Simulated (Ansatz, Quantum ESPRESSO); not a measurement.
This is a calculation of MnS for Ansatz 0.2.0. The cell is a database's computed one, not the measured one.

input.yaml

```yaml
crystal:
  lattice:
    - [0.0, 2.4734634191, 2.4734634191]
    - [2.4734634191, 0.0, 2.4734634191]
    - [2.4734634191, 2.4734634191, 0.0]
  atoms:
    - { symbol: Mn, position: [0.0, 0.0, 0.0], spin: 4.0 }
    - { symbol: S, position: [0.75, 0.75, 0.75] }
kpoints:
  mp_grid: { grid: [9, 9, 9] }
scf:
  occupations: { method: fermi_dirac, width: 0.05 }
hamiltonian:
  xc: pbesol
  pseudopotentials: { kind: all_electron, lapw: { basis_error: 0.001 } }
magnetization:
  spin_polarized: true
output:
  forces: true
  stress: true
  eigenvalues: true
```

Potentials or basis: all-electron LAPW, scalar-relativistic.

The run is started by

```bash
$ ansatz run input.yaml --threads 2 --pin off --max-ram 6144MiB --backend cpu --events-out ev --progress --plain --runs-dir out
```

Q: What does the same run look like in Quantum ESPRESSO 7.5 (ASE script)? Potentials or basis there: GBRV 1.5 PBEsol, cutoff 612 eV.

A: As run (cutoffs and basis follow the program's own potentials, and thresholds, step limits or extra output files can differ):

Contents of run.py:

```python
import numpy as np
from ase.calculators.espresso import Espresso, EspressoProfile
from ase.io import read

atoms = read('MnS.cif')
atoms.set_initial_magnetic_moments([4.0, 0.0])

input_data = {
    'control': {'calculation': 'scf', 'prefix': 'pwscf', 'outdir': './tmp', 'tprnfor': True, 'tstress': True, 'disk_io': 'nowf'},
    'system': {'ecutwfc': 45.0, 'ecutrho': 360.0, 'nbnd': 20, 'occupations': 'smearing', 'smearing': 'fd', 'degauss': 0.00367493, 'nspin': 2},
    'electrons': {'conv_thr': 4e-10, 'electron_maxstep': 120, 'mixing_beta': 0.3},
}
pseudopotentials = {'S': 's_pbesol_v1.4.uspp.F.UPF', 'Mn': 'mn_pbesol_v1.5.uspp.F.UPF'}
profile = EspressoProfile(command='mpirun -n 2 pw.x -nk 2', pseudo_dir='pseudo')
dft = Espresso(profile=profile, input_data=input_data, pseudopotentials=pseudopotentials, kpts=(9, 9, 9), koffset=(0, 0, 0))
atoms.calc = dft

print(f'energy {atoms.get_potential_energy():.8f} eV')
print('forces (eV/A)')
print(np.round(atoms.get_forces(), 6))
print('stress (eV/A^3, Voigt)')
print(np.round(atoms.get_stress(), 8))
print(f'Fermi level {dft.get_fermi_level():.4f} eV')
```

File MnS.cif:

```cif
data_MnS
_cell_length_a 3.49800551
_cell_length_b 3.49800551
_cell_length_c 3.49800551
_cell_angle_alpha 60.00000000
_cell_angle_beta 60.00000000
_cell_angle_gamma 60.00000000
_space_group_name_H-M_alt 'P1'
_space_group_name_Hall 'P 1'
_space_group_IT_number 1
loop_
_space_group_symop_operation_xyz
'x,y,z'
loop_
_atom_site_label
_atom_site_type_symbol
_atom_site_symmetry_multiplicity
_atom_site_Wyckoff_symbol
_atom_site_fract_x
_atom_site_fract_y
_atom_site_fract_z
_atom_site_occupancy
Mn1 Mn 1 a 0.0000000000 0.0000000000 0.0000000000 1
S1 S 1 a 0.7500000000 0.7500000000 0.7500000000 1
```

Potentials or basis: GBRV 1.5 PBEsol.

Command:

```console
$ OMP_NUM_THREADS=1 python run.py
```

Both were run:

|  | Ansatz | Quantum ESPRESSO |
| --- | --- | --- |
| Pressure | -3.0 GPa | -3.2 GPa |
| Net moment | 0.24 μB per cell | 0.23 μB per cell |
| Absolute moment | 0.26 μB per cell | 0.25 μB per cell |

Where Ansatz's input types no cutoff or centring, it takes its own default and a Γ-centred mesh.

The magnetic state is the one that the start led to; the real crystal's order can differ.

Pressure is positive in compression.
